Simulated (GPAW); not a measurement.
Runs of GPAW 26.7.0 on InPd. The structure is cubic, space group Pm-3m (No. 221). Conventional cell: a = 3.272 Å, b = 3.272 Å, c = 3.272 Å, α = 90.00°, β = 90.00°, γ = 90.00°. Around In (site symmetry m-3m) lie 8 Pd at 2.83 Å. Pd (site symmetry m-3m) has 8 In at 2.83 Å as nearest neighbours. The cell comes from a database or a generator and needn't be the stable form of this composition.

```csv
task,level,potentials or basis,cell,k mesh,cutoff (eV),optimizer,fmax,max steps,convergence,kernel,gap on the mesh (eV),pressure (GPa),relaxed volume (Å³/atom)
relaxation of cell and atoms,PBEsol+D3(BJ),"PAW data sets generated in the run's folder for this functional, pw",relaxed,8 × 8 × 8,600,BFGS,0.02 eV/Å,60,density=1e-05 forces=0.0001,-,none,-0.1,(b)
relaxation of cell and atoms,PBEsol+D4,"PAW data sets generated in the run's folder for this functional, pw",relaxed,8 × 8 × 8,600,BFGS,0.02 eV/Å,60,density=1e-05 forces=0.0001,-,none,0.0,(a)
relaxation of cell and atoms,PBEsol+D3(BJ)+ATM,"PAW data sets generated in the run's folder for this functional, pw",relaxed,8 × 8 × 8,600,BFGS,0.02 eV/Å,60,density=1e-05 forces=0.0001,-,none,0.0,16.61
relaxation of cell and atoms,PBEsol+D3,"PAW data sets generated in the run's folder for this functional, pw",relaxed,8 × 8 × 8,600,BFGS,0.02 eV/Å,60,density=1e-05 forces=0.0001,-,none,0.0,16.71
relaxation of cell and atoms,PBEsol,"PAW data sets generated in the run's folder for this functional, pw",relaxed,8 × 8 × 8,600,BFGS,0.02 eV/Å,60,density=1e-05 forces=0.0001,-,none,0.1,17.08
```

Alike in all rows: no spin polarisation; smearing fermi-dirac 0.05 eV.

Problem. Fill in the values left out.

Solution. (a) 16.80; (b) 16.49.

Caveats: later steps reuse the first step's grids; pairwise dispersion overbinds metals, which lowers pressure and volume (some runs).

A k mesh can miss the band edges, and the runs leave out spin-orbit coupling on In, Pd.

A gap of «none» marks a metal or a gap under the smearing width.
